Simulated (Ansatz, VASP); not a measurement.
## One calculation of BaS, two programs

```xyz
2
Lattice="0.0000 3.1926 3.1926 3.1926 0.0000 3.1926 3.1926 3.1926 0.0000" Properties=species:S:1:pos:R:3 pbc="T T T"
Ba    3.1926    3.1926    3.1926
S     0.0000    0.0000    0.0000
```

Alike in both runs: task single point; functional PBE; k mesh 10 × 10 × 10; occupations gaussian, width 0.05 eV; no spin polarisation.

```csv
,VASP,Ansatz
version,VASP 6.6.1,Ansatz 0.2.0
potentials or method,"VASP PAW PBE potentials, release 64 (Ba_sv, S)","scalar-relativistic, plane waves, PAW"
plane-wave cutoff (eV),520,420
valence electrons in the cell,16,16
```

Ansatz gave:

- gap on the k mesh at the Fermi level (eV): 2.20
- least direct gap on the mesh (eV): 2.31
- pressure (GPa): 0.9

Q: Estimate VASP's values.

A: gap on the k mesh at the Fermi level (eV): 2.11; least direct gap on the mesh (eV): 2.24; pressure (GPa): 1.5.

Caveats: spin-orbit coupling is left out, which moves the levels of the heavy elements. A k mesh can miss the band edges. A hybrid or GW would open this gap; PBE tends to underestimate it.
